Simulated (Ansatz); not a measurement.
# GaN: the cost of one run

Computed with Ansatz 0.2.0 (DFT PBE, scalar-relativistic, plane waves, PAW, unless a step's input says otherwise).

3 further runs of the same task are left out: 1 that didn't finish, 2 set aside as unsound or not needed.

## 1. The starting structure

Symmetry: F-43m, No. 216, cubic system. The conventional cell has a = 4.548 Å, b = 4.548 Å, c = 4.548 Å, α = 90.00°, β = 90.00°, γ = 90.00°. Around Ga (site symmetry -43m) lie 4 N at 1.97 Å. N (site symmetry -43m) is surrounded by 4 Ga at 1.97 Å.

As a file:

```cif
data_structure
_symmetry_space_group_name_H-M 'F-43m'
_symmetry_Int_Tables_number 216
_cell_length_a 4.5485
_cell_length_b 4.5485
_cell_length_c 4.5485
_cell_angle_alpha 90.000
_cell_angle_beta 90.000
_cell_angle_gamma 90.000
_cell_volume 94.10
loop_
_atom_site_label
_atom_site_type_symbol
_atom_site_symmetry_multiplicity
_atom_site_Wyckoff_symbol
_atom_site_fract_x
_atom_site_fract_y
_atom_site_fract_z
_atom_site_occupancy
Ga1 Ga 4 a 0.00000 0.00000 0.00000 1
N1 N 4 c 0.25000 0.25000 0.25000 1
```

It goes back to an entry of the Materials Project.

It is the result of an earlier relaxation at this level (volume 11.76 Å³/atom; gap on the mesh: 1.54 eV).

## 2. Next: the linear chain

A free-standing chain of the crystal's atoms, periodic along c. Atoms and period relax; energies count from the bulk, -2083.9540 eV an atom.

The cell holds 1 Ga, 1 N: a = 9.000 Å, b = 9.300 Å, c = 3.545 Å, α = 90.00°, β = 90.00°, γ = 90.00°.

## 3. Relaxation

Pressure and volume refer to the whole cell with its vacuum; only the period along c may change.

Input file input.yaml:

```yaml
crystal:
  lattice:
    - [9.0, 0.0, 0.0]
    - [0.0, 9.3, 0.0]
    - [0.0, 0.0, 3.5451869617]
  atoms:
    - { symbol: Ga, position: [0.5, 0.5, 0.0], spin: 0.5 }
    - { symbol: "N", position: [0.5, 0.5, 0.5], spin: 0.5 }
basis:
  ecutwfc: 420
kpoints:
  mp_grid: { grid: [1, 1, 18] }
hamiltonian:
  xc: pbe
scf:
  occupations: { method: gaussian, width: 0.05 }
output:
  forces: true
  stress: true
  eigenvalues: true
  populations: true
  write_density: true
  write_potential: true
  elf: true
  volumetric_format: npy
magnetization:
  spin_polarized: true
relax:
  adjacent_minimum: "off"
  f_tol: 0.01
  max_steps: 45
  cell: { fix: [a, b, alpha, beta, gamma], stress_tol: 0.03 }
```

The run is started by

```bash
$ ansatz run input.yaml --threads 2 --pin off --max-ram 5120MiB --backend cpu --events-out ev --progress --plain --runs-dir out
```

Q: Estimate wall time and peak memory on 2 threads of AMD EPYC 7R43 (Zen 3), shared host.

About 26 s, with a peak of 0.57 GiB.
